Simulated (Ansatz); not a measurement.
# Zn: relaxing the structure by PAW and LAPW, part 2 of 2

Aim: relax Zn (cell and atoms relaxed from the given volume) with PAW and LAPW. Both runs start alike, so that frozen cores can be judged against all electrons.

Ansatz 0.2.0; DFT PBEsol; a Materials Project cell. Earlier steps stand in the parts before.

### 3 LAPW, all electrons

This is Zn in the fcc structure; at room conditions it is hcp.

input.yaml

```yaml
crystal:
  lattice:
    - [0.0, 1.964776, 1.964776]
    - [1.964776, 0.0, 1.964776]
    - [1.964776, 1.964776, 0.0]
  atoms:
    - { symbol: Zn, position: [0.0, 0.0, 0.0] }
kpoints:
  mp_grid: { grid: [14, 14, 14] }
scf:
  occupations: { method: fermi_dirac, width: 0.05 }
hamiltonian:
  xc: pbesol
  pseudopotentials: { kind: all_electron, lapw: { basis_error: 0.001 } }
output:
  forces: true
  stress: true
relax:
  f_tol: 0.005
  max_steps: 80
  cell: {}
```

The run is started by

```bash
$ ansatz run input.yaml --threads 1 --pin off --max-ram 2048MiB --backend cpu --events-out ev --progress --plain --runs-dir out
```

Output:

```text
The last accepted step is kept in <dir> (removed where the run ends without a failure and the disk answers)
LAPW: plane waves up to 8.229 Å⁻¹, error target 1.0e-3 eV per atom; small_component_spin mean_spin; Zn in spheres of 1.348 Å, 20 of its electrons in bands, Dirac shells []
Engine: ansatz 0.2.0
Pseudopotentials: kind: all_electron
Pseudopotential: Zn, LAPW, valence charge 20, Koelling and Harmon's equation, gaussian nucleus
Functional definition: PBEsol
  exchange = pbesol_x
  correlation = pbesol_c
Crystal: 1 atoms, lattice volume = 15.169 Å³
Basis set: ecut = 258.02131870300514 eV, 137 PW (Γ), exchange–correlation at level 2
Bands: 14, of which v1, the nominal top of the filled ones, is band 10 counted from 1 (9 counted from 0)
Symmetry: 48 space group operations
Space group: Fm-3m (ITA 225), of the structure as read, at distance tolerance 2.5e-5 Å
k-points: 104 of 2744
Non-local potential: Zn, projectors of the file, none
Initial density: superposition of atomic densities (chi_scale 0.1, normalization cell)
Initial wavefunctions: plane waves of lowest kinetic energy (no species holds an atomic orbital)
Functional: x = pbesol(κ = 0.804, μ = 0.12345679012345678), c = pbesol(β = 0.046)
iter 1 solved again at ethr=1.40e-4 eV; its pass at ethr=1.00e-1 eV (dr2=2.80e-2 eV) is discarded
SCF iter   1: F=—  HF=-48835.002027 eV  |F-HF|=—  |Δ(HF+E_count)|=         —  Δρ=1.79e-2  dr2=2.81e-2  ethr=1.40e-4  ⟨swp⟩=3.1  Hψ=10084  notcnv=0
preconditioner: auto → none  [insulator: Δε(μ)=0.288 eV  Ē_g=16.291 eV  σ=0.050 eV  W_gap=0.86  n_scr=8 (ndim 8)  ℏωp=33.0 eV  f_vac=0.000  D(μ)=0.14/eV (n_scr^D=0)  ε∞_Penn≈5.1]
iter 2 solved again at ethr=3.64e-6 eV; its pass at ethr=1.40e-4 eV (dr2=7.28e-4 eV) is discarded
SCF iter   2: F=—  HF=-48834.950505 eV  |F-HF|=—  |Δ(HF+E_count)|=   5.15e-2  Δρ=2.98e-3  dr2=7.31e-4  ethr=3.64e-6  ⟨swp⟩=2.0  Hψ=7389  notcnv=0
SCF iter   3: F=—  HF=-48834.881910 eV  |F-HF|=—  |Δ(HF+E_count)|=   6.86e-2  Δρ=5.17e-3  dr2=2.26e-3  ethr=3.64e-6  ⟨swp⟩=3.0  Hψ=4759  notcnv=0
SCF iter   4: F=—  HF=-48834.879337 eV  |F-HF|=—  |Δ(HF+E_count)|=   2.57e-3  Δρ=7.93e-4  dr2=5.09e-5  ethr=3.64e-6  ⟨swp⟩=2.0  Hψ=4008  notcnv=0
SCF iter   5: F=—  HF=-48834.879339 eV  |F-HF|=—  |Δ(HF+E_count)|=   2.65e-6  Δρ=3.55e-5  dr2=1.68e-7  ethr=2.55e-7  ⟨swp⟩=2.0  Hψ=4007  notcnv=0
SCF iter   6: F=—  HF=-48834.879336 eV  |F-HF|=—  |Δ(HF+E_count)|=   3.78e-6  Δρ=3.24e-6  dr2=1.44e-9  ethr=8.40e-10  ⟨swp⟩=3.0  Hψ=4297  notcnv=0
SCF iter   7: F=-48834.879336 eV  HF=-48834.879336 eV  |F-HF|=2.76e-10  |Δ(HF+E_count)|=   4.26e-8  Δρ=1.16e-7  dr2=1.71e-12  ethr=7.21e-12  ⟨swp⟩=3.0  Hψ=4514  notcnv=0
SCF 1 converged in 7 iterations: F = -48834.879336 eV  dr2 = 1.71e-12
relax step   1: F+E_penalty+E_count = -48834.87933551 eV  Δ(F+E_penalty+E_count) = +0.000e0 eV  max|allowed force component| = 0.000e0 eV/Å  Δτ_max = 0.0000 Å  P = -4.903 GPa  Ω = 15.169 Å³  (7 SCF iters, accepted)
Crystal: 1 atoms, lattice volume = 14.432 Å³
Basis set: ecut = 266.7333053773852 eV, 137 PW (Γ), exchange–correlation at level 2
Initial density: handed on by an earlier stage of this run
Initial wavefunctions: those handed on with the density
iter 1 solved again at ethr=3.15e-8 eV; its pass at ethr=1.00e-1 eV (dr2=6.29e-6 eV) is discarded
SCF iter   1: F=—  HF=-48834.894304 eV  |F-HF|=—  |Δ(HF+E_count)|=         —  Δρ=2.64e-4  dr2=4.95e-6  ethr=3.15e-8  ⟨swp⟩=5.6  Hψ=9695  notcnv=0
preconditioner: auto → none  [insulator: Δε(μ)=0.275 eV  Ē_g=17.441 eV  σ=0.050 eV  W_gap=0.85  n_scr=8 (ndim 8)  ℏωp=33.9 eV  f_vac=0.000  D(μ)=0.14/eV (n_scr^D=0)  ε∞_Penn≈4.8]
SCF iter   2: F=—  HF=-48834.894241 eV  |F-HF|=—  |Δ(HF+E_count)|=   6.28e-5  Δρ=1.43e-4  dr2=2.26e-6  ethr=2.48e-8  ⟨swp⟩=3.0  Hψ=4579  notcnv=0
SCF iter   3: F=—  HF=-48834.894142 eV  |F-HF|=—  |Δ(HF+E_count)|=   9.88e-5  Δρ=5.30e-5  dr2=3.21e-7  ethr=1.13e-8  ⟨swp⟩=3.0  Hψ=4324  notcnv=0
iter 4 solved again at ethr=6.48e-11 eV; its pass at ethr=1.61e-9 eV (dr2=1.30e-8 eV) is discarded
SCF iter   4: F=-48834.894140 eV  HF=-48834.894140 eV  |F-HF|=2.12e-9  |Δ(HF+E_count)|=   1.83e-6  Δρ=9.58e-6  dr2=1.29e-8  ethr=6.48e-11  ⟨swp⟩=2.0  Hψ=6890  notcnv=0
SCF 2 converged in 4 iterations: F = -48834.894140 eV  dr2 = 1.29e-8
relax step   2: F+E_penalty+E_count = -48834.89414027 eV  Δ(F+E_penalty+E_count) = -1.480e-2 eV  max|allowed force component| = 0.000e0 eV/Å  Δτ_max = 0.0000 Å  P = -1.345 GPa  Ω = 14.432 Å³  (4 SCF iters, accepted)
Crystal: 1 atoms, lattice volume = 14.172 Å³
Basis set: ecut = 269.9886578539149 eV, 137 PW (Γ), exchange–correlation at level 2
iter 1 solved again at ethr=9.44e-9 eV; its pass at ethr=1.00e-1 eV (dr2=1.89e-6 eV) is discarded
SCF iter   1: F=—  HF=-48834.895113 eV  |F-HF|=—  |Δ(HF+E_count)|=         —  Δρ=1.08e-4  dr2=8.12e-7  ethr=9.44e-9  ⟨swp⟩=5.3  Hψ=9428  notcnv=0
preconditioner: auto → none  [insulator: Δε(μ)=0.239 eV  Ē_g=17.631 eV  σ=0.050 eV  W_gap=0.81  n_scr=8 (ndim 8)  ℏωp=34.2 eV  f_vac=0.000  D(μ)=0.16/eV (n_scr^D=0)  ε∞_Penn≈4.8]
SCF iter   2: F=—  HF=-48834.895104 eV  |F-HF|=—  |Δ(HF+E_count)|=   9.11e-6  Δρ=5.72e-5  dr2=3.70e-7  ethr=4.06e-9  ⟨swp⟩=3.0  Hψ=4568  notcnv=0
SCF iter   3: F=—  HF=-48834.895090 eV  |F-HF|=—  |Δ(HF+E_count)|=   1.39e-5  Δρ=2.48e-5  dr2=6.94e-8  ethr=1.85e-9  ⟨swp⟩=3.0  Hψ=4260  notcnv=0
iter 4 solved again at ethr=1.25e-11 eV; its pass at ethr=3.47e-10 eV (dr2=2.51e-9 eV) is discarded
SCF iter   4: F=-48834.895090 eV  HF=-48834.895090 eV  |F-HF|=4.44e-10  |Δ(HF+E_count)|=   2.88e-7  Δρ=4.28e-6  dr2=2.50e-9  ethr=1.25e-11  ⟨swp⟩=2.0  Hψ=6888  notcnv=0
SCF 3 converged in 4 iterations: F = -48834.895090 eV  dr2 = 2.50e-9
relax step   3: F+E_penalty+E_count = -48834.89508995 eV  Δ(F+E_penalty+E_count) = -9.497e-4 eV  max|allowed force component| = 0.000e0 eV/Å  Δτ_max = 0.0000 Å  P = +0.203 GPa  Ω = 14.172 Å³  (4 SCF iters, accepted)
Crystal: 1 atoms, lattice volume = 14.206 Å³
Basis set: ecut = 269.562143731281 eV, 137 PW (Γ), exchange–correlation at level 2
iter 1 solved again at ethr=7.88e-10 eV; its pass at ethr=1.00e-1 eV (dr2=1.58e-7 eV) is discarded
SCF iter   1: F=—  HF=-48834.895111 eV  |F-HF|=—  |Δ(HF+E_count)|=         —  Δρ=1.53e-5  dr2=1.75e-8  ethr=7.88e-10  ⟨swp⟩=5.6  Hψ=8831  notcnv=0
preconditioner: auto → none  [insulator: Δε(μ)=0.246 eV  Ē_g=17.619 eV  σ=0.050 eV  W_gap=0.82  n_scr=8 (ndim 8)  ℏωp=34.1 eV  f_vac=0.000  D(μ)=0.15/eV (n_scr^D=0)  ε∞_Penn≈4.8]
SCF iter   2: F=—  HF=-48834.895111 eV  |F-HF|=—  |Δ(HF+E_count)|=   1.72e-7  Δρ=5.15e-6  dr2=2.51e-9  ethr=8.74e-11  ⟨swp⟩=3.0  Hψ=4534  notcnv=0
SCF iter   3: F=-48834.895111 eV  HF=-48834.895111 eV  |F-HF|=7.12e-9  |Δ(HF+E_count)|=   2.31e-7  Δρ=2.37e-6  dr2=4.05e-10  ethr=1.25e-11  ⟨swp⟩=3.0  Hψ=4574  notcnv=0
SCF 4 converged in 3 iterations: F = -48834.895111 eV  dr2 = 4.05e-10
relax step   4: F+E_penalty+E_count = -48834.89511060 eV  Δ(F+E_penalty+E_count) = -2.065e-5 eV  max|allowed force component| = 0.000e0 eV/Å  Δτ_max = 0.0000 Å  P = -0.006 GPa  Ω = 14.206 Å³  (3 SCF iters, accepted)
iter 1 solved again at ethr=2.02e-12 eV; its pass at ethr=1.00e-1 eV (dr2=4.05e-10 eV) is discarded
SCF iter   1: F=—  HF=-48834.895111 eV  |F-HF|=—  |Δ(HF+E_count)|=         —  Δρ=2.37e-6  dr2=4.05e-10  ethr=2.02e-12  ⟨swp⟩=3.6  Hψ=7548  notcnv=0
preconditioner: auto → none  [insulator: Δε(μ)=0.246 eV  Ē_g=17.618 eV  σ=0.050 eV  W_gap=0.82  n_scr=8 (ndim 8)  ℏωp=34.1 eV  f_vac=0.000  D(μ)=0.15/eV (n_scr^D=0)  ε∞_Penn≈4.8]
SCF iter   2: F=-48834.895111 eV  HF=-48834.895111 eV  |F-HF|=9.60e-10  |Δ(HF+E_count)|=   1.11e-8  Δρ=8.30e-7  dr2=5.74e-11  ethr=2.02e-12  ⟨swp⟩=2.0  Hψ=3973  notcnv=0
SCF 5 converged in 2 iterations: F = -48834.895111 eV  dr2 = 5.74e-11
relax step   5: F+E_penalty+E_count = -48834.89511057 eV  Δ(F+E_penalty+E_count) = +3.036e-8 eV  max|allowed force component| = 0.000e0 eV/Å  Δτ_max = 0.0000 Å  P = -0.006 GPa  Ω = 14.206 Å³  stress off target by 6.35e-3 GPa  SCF on the basis re-selected at this cell (its energy is not comparable with the rows above)  (2 SCF iters)
basis re-selected at this cell: Δ(F+E_penalty+E_count) = +3.036e-8 eV, ΔP = -0.000 GPa vs the last step (what re-selecting the basis moved, after the strain that the cell walked since its last selection, with what the two solves' SCF thresholds leave and, on support functions, any second-order correction that the steps lacked; it is no measure of the basis error at this ecutwfc). This SCF's stress stands 6.35e-3 GPa from its target on what of the cell is left free (relax.cell.stress_tol is 5.00e-2 GPa) and its largest allowed force component is 0.00e0 eV/Å (relax.f_tol is 5.00e-3 eV/Å): within both
SCF converged after 2 iterations
Free energy (F): -48834.895111 eV
Harris-Foulkes:  -48834.895111 eV  (|F-HF|=9.60e-10)
Internal energy: -48834.893655 eV  (E = F + TS)
E sigma→0 (E₀):  -48834.894383 eV
Entropy (-TS):   -0.001456 eV (-1.456 meV/atom)
Fermi energy:    14.900071 eV
--- Per-component energies (eV) ---
  E_band       = -521.854600
  E_kinetic    = 49728.362820
  E_xc         = -1911.538111
  E_electrostatic = -96651.718364  (all electrons and nuclei)
  E_smearing   = -0.001456  (= −TS)
  E_closure    = 0.000000  (closes the sum)
  E_atoms      = -48833.332136  (free atoms, spherical and without spin; not in F)
  Σ components = -48834.895111   (vs F -48834.895111, Δ=0.00e0)
  Basis errors (estimates in eV, not in F): energy 2.4e-4 per atom: plane waves 2.3e-4 (1.3e-4 summed), levels above the bands 2.0e-110, relativity 2.8e-9, radial functions 2.0e-6, core shells 7.4e-13; eigenvalues (radial functions only) 7.0e-5; not estimated: angular momenta, meshes, grids; target (lapw.basis_error) 1.0e-3; muffin-tin radii Zn 1.318 Å
--- Forces (eV/Å), atoms counted from 1 ---
  atom   1  Zn     0.00000000    -0.00000000    -0.00000000
  max |Σ_I F_I| component: 3.29e-32 eV/Å
--- Stress (GPa, compression-positive) ---
       -0.006355       0.000000       0.000000
        0.000000      -0.006355       0.000000
        0.000000       0.000000      -0.006355
  P = ⅓ Tr σ = -0.0064 GPa (-0.064 kbar)
--- Relaxed structure (4 steps of the walk, 4 accepted, 1 SCFs on fresh bases) ---
  F+E_penalty+E_count = -48834.89511057 eV   max|allowed force component| = 0.000e0 eV/Å   (the final SCF, on the basis selected at the relaxed cell)
  cell:  # Å, volume = 14.2057 Å³
    - [8.152595252632943e-34, 1.9222567253419813, 1.9222567253419813]
    - [1.9222567253419813, -1.3247967285528534e-33, 1.9222567253419813]
    - [1.9222567253419813, 1.9222567253419813, -1.2738430082238982e-34]
  atoms:
    - { symbol: Zn, position: [0.0, 0.0, 0.0] }
```

Wall time 31 s (1 thread, shared host).

The steps of the relaxation:

| step | energy from step 1 (eV/cell) | largest force component (eV/Å) | pressure (GPa) | volume (Å³) |
| --- | --- | --- | --- | --- |
| 1 | 0.0000 | 0.0000 | -4.90 | 15.17 |
| 2 | -0.0148 | 0.0000 | -1.35 | 14.43 |
| 3 | -0.0158 | 0.0000 | 0.20 | 14.17 |
| 4 | -0.0158 | 0.0000 | -0.01 | 14.21 |
| 5 | -0.0158 | 0.0000 | -0.01 | 14.21 |

Step 1 is the start. Step 5 repeats the geometry before on a plane-wave basis chosen anew for that cell, so the energy can jump there without any move; the table keeps such jumps.

| input's cell | before | after | change |
| --- | --- | --- | --- |
| a (Å) | 2.779 | 2.718 | -2.2 % |
| b (Å) | 2.779 | 2.718 | -2.2 % |
| c (Å) | 2.779 | 2.718 | -2.2 % |
| volume (Å³/atom) | 15.17 | 14.21 | -6.4 % |

### 4 Summary of results

What follows sums up all 2 parts. Changes of volume or cell count from the first structure of part 1.

```
            quantity                                                                      value
           PAW: cell  a = 2.718 Å, b = 2.718 Å, c = 2.718 Å, α = 60.00°, β = 60.00°, γ = 60.00°
         PAW: volume                                                             14.205 Å³/atom
  PAW: energy gained                                                              16.5 meV/atom
 PAW: accepted moves                                                                          3
    PAW: space group                                                              Fm-3m → Fm-3m
          LAPW: cell  a = 2.718 Å, b = 2.718 Å, c = 2.718 Å, α = 60.00°, β = 60.00°, γ = 60.00°
        LAPW: volume                                                             14.206 Å³/atom
 LAPW: energy gained                                                              15.8 meV/atom
LAPW: accepted moves                                                                          3
   LAPW: space group                                                              Fm-3m → Fm-3m
```

By PAW the volume changes by -6.4 % in 3 moves, and the energy falls by 16.5 meV/atom. PAW's final volume lies less than 0.01 % from LAPW's, and its energy gain differs from LAPW's by +0.7 meV/atom. LAPW took about 3 times as long as PAW (31 s against 10 s, on a shared host and with the outputs that each input asks for).
